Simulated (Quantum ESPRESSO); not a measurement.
# Al2O3 (Corundum) (R-3c) in Quantum ESPRESSO: further runs, part 2 of 2

Quantum ESPRESSO 7.5. The steps go on from the part before.

### 4 Single point, PBE, 8.16 Å³/atom

The input, pw.in:

```
&CONTROL
  calculation = 'scf'
  prefix = 'pwscf'
  outdir = './tmp'
  pseudo_dir = './pseudo'
  tprnfor = .true.
  tstress = .true.
  disk_io = 'nowf'
/
&SYSTEM
  ibrav = 0
  nat = 10
  ntyp = 2
  ecutwfc = 55
  ecutrho = 440
  nbnd = 33
  occupations = 'smearing'
  smearing = 'fd'
  degauss = 0.00367493
/
&ELECTRONS
  conv_thr = 2d-09
  electron_maxstep = 120
  mixing_beta = 0.5
/
ATOMIC_SPECIES
Al    26.9815 Al.pbe-n-kjpaw_psl.1.0.0.UPF
O     15.9990 O.pbe-n-kjpaw_psl.0.1.UPF
CELL_PARAMETERS angstrom
   2.3480805160    1.3556649179    4.2733207511
  -2.3480805160    1.3556649179    4.2733207511
   0.0000000000   -2.7113298360    4.2733207511
ATOMIC_POSITIONS crystal
Al     0.8521600000    0.8521600000    0.8521600000
Al     0.6478400000    0.6478400000    0.6478400000
Al     0.1478400000    0.1478400000    0.1478400000
Al     0.3521600000    0.3521600000    0.3521600000
O      0.0566800000    0.7500000000    0.4433200000
O      0.7500000000    0.4433200000    0.0566800000
O      0.4433200000    0.0566800000    0.7500000000
O      0.9433200000    0.2500000000    0.5566800000
O      0.2500000000    0.5566800000    0.9433200000
O      0.5566800000    0.9433200000    0.2500000000
K_POINTS automatic
7 7 7 0 0 0
```

On the command line:

```sh
> OMP_NUM_THREADS=1 mpirun -n 2 pw.x -nk 2 -in pw.in > pw.out
```

It took 1.8 min on 2 MPI ranks of Arm Neoverse V1, shared host; peak memory 0.56 GiB.

It converged, with:

- Free energy: -5568.9886 eV
- Pressure: 19.5 GPa
- Largest force: 0.079 eV/Å
- Band gap on the k mesh: 6.73 eV, direct

Caveat: an odd mesh through Γ misses points on the zone boundary, where band edges often lie.

### 5 Single point, PBE, 8.33 Å³/atom

Edit pw.in of step 4 so:

```diff
@@ -29,5 +29,5 @@
 CELL_PARAMETERS angstrom
-   2.3480805160    1.3556649179    4.2733207511
-  -2.3480805160    1.3556649179    4.2733207511
-   0.0000000000   -2.7113298360    4.2733207511
+   2.3642746864    1.3650146266    4.3027928600
+  -2.3642746864    1.3650146266    4.3027928600
+   0.0000000000   -2.7300292533    4.3027928600
 ATOMIC_POSITIONS crystal
```

On the command line:

```sh
> OMP_NUM_THREADS=1 mpirun -n 2 pw.x -nk 2 -in pw.in > pw.out
```

Wall time 100 s (2 MPI ranks of Arm Neoverse V1, shared host); peak memory 0.6 GiB.

Results (log left out):

* Free energy: -5569.1650 eV
* Pressure: 13.3 GPa
* Largest force: 0.062 eV/Å
* Band gap on the k mesh: 6.47 eV, direct

Caveat: an odd mesh through Γ misses points on the zone boundary, where band edges often lie.

### 6 Single point, PBE, 8.50 Å³/atom

Edit pw.in of step 5 so:

```diff
@@ -29,5 +29,5 @@
 CELL_PARAMETERS angstrom
-   2.3642746864    1.3650146266    4.3027928600
-  -2.3642746864    1.3650146266    4.3027928600
-   0.0000000000   -2.7300292533    4.3027928600
+   2.3802500000    1.3742379782    4.3318666667
+  -2.3802500000    1.3742379782    4.3318666667
+   0.0000000000   -2.7484759565    4.3318666667
 ATOMIC_POSITIONS crystal
```

Potentials or basis: SSSP 1.3 efficiency PBE.

On the command line:

```sh
> OMP_NUM_THREADS=1 mpirun -n 2 pw.x -nk 2 -in pw.in > pw.out
```

It took 1.7 min on 2 MPI ranks of Arm Neoverse V1, shared host; peak memory 0.62 GiB.

The run converged. Its results:

| Item | Value |
| --- | --- |
| Free energy | -5569.2790 eV |
| Pressure | 7.7 GPa |
| Largest force | 0.047 eV/Å |
| Band gap on the k mesh | 6.21 eV, direct |

Caveat: an odd mesh through Γ misses points on the zone boundary, where band edges often lie.

### 7 Single point, PBE, 8.67 Å³/atom

Edit pw.in of step 6 so:

```diff
@@ -29,5 +29,5 @@
 CELL_PARAMETERS angstrom
-   2.3802500000    1.3742379782    4.3318666667
-  -2.3802500000    1.3742379782    4.3318666667
-   0.0000000000   -2.7484759565    4.3318666667
+   2.3960137044    1.3833391572    4.3605553615
+  -2.3960137044    1.3833391572    4.3605553615
+   0.0000000000   -2.7666783145    4.3605553615
 ATOMIC_POSITIONS crystal
```

On the command line:

```sh
> OMP_NUM_THREADS=1 mpirun -n 2 pw.x -nk 2 -in pw.in > pw.out
```

Run time: 1.8 min. Hardware: 2 MPI ranks of Arm Neoverse V1, shared host; peak memory 0.62 GiB.

Results (log left out):

```yaml
Free_energy: -5569.3368 eV
Pressure: 2.7 GPa
Largest_force: 0.058 eV/Å
Band_gap_on_the_k_mesh: 5.96 eV, direct
```

Caveat: an odd mesh through Γ misses points on the zone boundary, where band edges often lie.

### 8 Single point, PBE, 8.84 Å³/atom

Edit pw.in of step 7 so:

```diff
@@ -29,5 +29,5 @@
 CELL_PARAMETERS angstrom
-   2.3960137044    1.3833391572    4.3605553615
-  -2.3960137044    1.3833391572    4.3605553615
-   0.0000000000   -2.7666783145    4.3605553615
+   2.4115726709    1.3923221307    4.3888714495
+  -2.4115726709    1.3923221307    4.3888714495
+   0.0000000000   -2.7846442615    4.3888714495
 ATOMIC_POSITIONS crystal
```

On the command line:

```sh
> OMP_NUM_THREADS=1 mpirun -n 2 pw.x -nk 2 -in pw.in > pw.out
```

Wall time 1.7 min (2 MPI ranks of Arm Neoverse V1, shared host); peak memory 0.62 GiB.

Results (log left out):

- Free energy: -5569.3436 eV
- Pressure: -1.9 GPa
- Largest force: 0.074 eV/Å
- Band gap on the k mesh: 5.72 eV, direct

Caveat: an odd mesh through Γ misses points on the zone boundary, where band edges often lie.

### 9 Single point, PBE, 9.01 Å³/atom

Edit pw.in of step 8 so:

```diff
@@ -29,5 +29,5 @@
 CELL_PARAMETERS angstrom
-   2.4115726709    1.3923221307    4.3888714495
-  -2.4115726709    1.3923221307    4.3888714495
-   0.0000000000   -2.7846442615    4.3888714495
+   2.4269334206    1.4011906636    4.4168267984
+  -2.4269334206    1.4011906636    4.4168267984
+   0.0000000000   -2.8023813274    4.4168267984
 ATOMIC_POSITIONS crystal
```

Potentials or basis: SSSP 1.3 efficiency PBE.

On the command line:

```sh
> OMP_NUM_THREADS=1 mpirun -n 2 pw.x -nk 2 -in pw.in > pw.out
```

It took 1.8 min on 2 MPI ranks of Arm Neoverse V1, shared host; peak memory 0.64 GiB.

It converged, with:

| Property | Result |
| --- | --- |
| Free energy | -5569.3041 eV |
| Pressure | -6.0 GPa |
| Largest force | 0.088 eV/Å |
| Band gap on the k mesh | 5.49 eV, direct |

Caveat: an odd mesh through Γ misses points on the zone boundary, where band edges often lie.

### 10 Equation of state, PBE

No new run: the results of the series are fitted here.

What came out:

* Equilibrium volume: 8.78 Å³/atom
* Bulk modulus at fixed shape and positions: 233 GPa
* Pressure derivative of the bulk modulus: 4.1

Energy against volume, from the lowest point:
| volume (Å³/atom) | energy (meV/atom) |
| --- | --- |
| 7.992 | 59.99 |
| 8.162 | 35.49 |
| 8.332 | 17.86 |
| 8.502 | 6.45 |
| 8.672 | 0.68 |
| 8.842 | 0.00 |
| 9.012 | 3.95 |

Caveat: the cell was scaled at fixed shape and fractional positions, which overstates the stiffness of a crystal with free parameters, most of all of layers and chains.

### 11 Against experiment

Step 2. Measured gap of Al2O3: 8.7 eV (optical; quoted in “Multi-petahertz electron interference in Cr:Al2O3 solid-state material”, 2018, pmc:5906618). This calculation gives 6.21 eV (-2.49 eV). The value is that of PBE, without temperature or zero-point motion. Semilocal functionals fall short of measured gaps as a rule.
